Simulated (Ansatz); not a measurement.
**TiAl3: response to a stretch of c alone**

One table from this session's results is given with a row withheld; the runs are named, their logs left out.

Computed with Ansatz 0.2.0 (DFT PBEsol, scalar-relativistic, plane waves, PAW, unless a step's input says otherwise).

2 further runs of the same task are left out: 2 set aside as unsound or not needed.

## The structure to begin with

Symmetry: I4/mmm, No. 139, tetragonal system. The conventional cell has a = 3.816 Å, b = 3.816 Å, c = 8.554 Å, α = 90.00°, β = 90.00°, γ = 90.00°. Ti (site symmetry 4/mmm) has 12 Al at 2.70 to 2.87 Å as nearest neighbours. Al (site symmetry 4/mmm) is surrounded by 4 Ti at 2.70 Å and 8 Al at 2.87 Å. Al (site symmetry -4m2) is surrounded by 8 Al at 2.70 to 2.87 Å and 4 Ti at 2.87 Å.

As a file:

```cif
data_structure
_symmetry_space_group_name_H-M 'P 1'
_symmetry_Int_Tables_number 1
_cell_length_a 3.8155
_cell_length_b 3.8155
_cell_length_c 8.5540
_cell_angle_alpha 90.000
_cell_angle_beta 90.000
_cell_angle_gamma 90.000
_cell_volume 124.53
loop_
_atom_site_label
_atom_site_type_symbol
_atom_site_fract_x
_atom_site_fract_y
_atom_site_fract_z
_atom_site_occupancy
Ti1 Ti 0.00000 0.00000 0.00000 1
Ti2 Ti 0.50000 0.50000 0.50000 1
Al1 Al 0.50000 0.50000 0.00000 1
Al2 Al 0.00000 0.50000 0.25000 1
Al3 Al 0.50000 0.00000 0.25000 1
Al4 Al 0.00000 0.00000 0.50000 1
Al5 Al 0.50000 0.00000 0.75000 1
Al6 Al 0.00000 0.50000 0.75000 1
```

It goes back to an entry of the Materials Project, which need not be the stable form.

The first run:

input.yaml

```yaml
crystal:
  lattice:
    - [3.8155481467, 0.0, 0.0]
    - [0.0, 3.8155481467, 0.0]
    - [0.0, 0.0, 8.5539936146]
  atoms:
    - { symbol: Ti, position: [0.0, 0.0, 0.0] }
    - { symbol: Ti, position: [0.5, 0.5, 0.5] }
    - { symbol: Al, position: [0.5, 0.5, 0.0] }
    - { symbol: Al, position: [0.0, 0.5, 0.25] }
    - { symbol: Al, position: [0.5, 0.0, 0.25] }
    - { symbol: Al, position: [0.0, 0.0, 0.5] }
    - { symbol: Al, position: [0.5, 0.0, 0.75] }
    - { symbol: Al, position: [0.0, 0.5, 0.75] }
basis:
  ecutwfc: 420
kpoints:
  mp_grid: { grid: [10, 10, 4] }
hamiltonian:
  xc: pbesol
scf:
  occupations: { method: gaussian, width: 0.1 }
output:
  forces: true
  stress: true
  eigenvalues: true
```

The run is started by

```console
> ansatz run input.yaml --threads 1 --pin off --max-ram 2560MiB --backend cpu --events-out ev --progress --plain --runs-dir out
```

Among the steps run: The unstrained reference; Strain -1.0 %; Strain +1.0 %; The cell strained by -2.0 %; The cell strained by +2.0 %; The cell strained by -3.0 %; Strain +3.0 %.

One of the session's tables, all rows but one given; the rest of the session is left out.

It belongs to the step «Energy and stress against strain (a metal throughout)». Lengths are those of the vectors of the cell that was run; stresses in GPa:

| strain (%) | ΔE (meV/atom) | c (Å) |
| --- | --- | --- |
| -3.0 | 11.1 | 8.297 |
| -2.0 | 4.9 | 8.383 |
| -1.0 | 1.2 | 8.468 |
| +0.0 | 0.0 | 8.554 |
| +1.0 | 1.0 | 8.640 |
| +2.0 | ? | ? |
| +3.0 | 9.5 | 8.811 |

Q: Estimate the row for strain (%) = +2.0 from the others.

Worked estimate for «ΔE (meV/atom)». A straight line through the neighbours (1.0, 1.0) and (3.0, 9.5) gives 1.0 + (9.5 − 1.0) × (2.0 − 1.0) / (3.0 − 1.0) = 5.2; a parabola fitted to 3 rows on both sides gives 4.2.

The run gave: ΔE (meV/atom): 4.3; c (Å): 8.725. In «ΔE (meV/atom)» the line misses by +0.9 and the parabola by -0.1.

ΔE is over the unstrained cell. Stress in GPa, positive in compression, on the Cartesian axes of the input. 
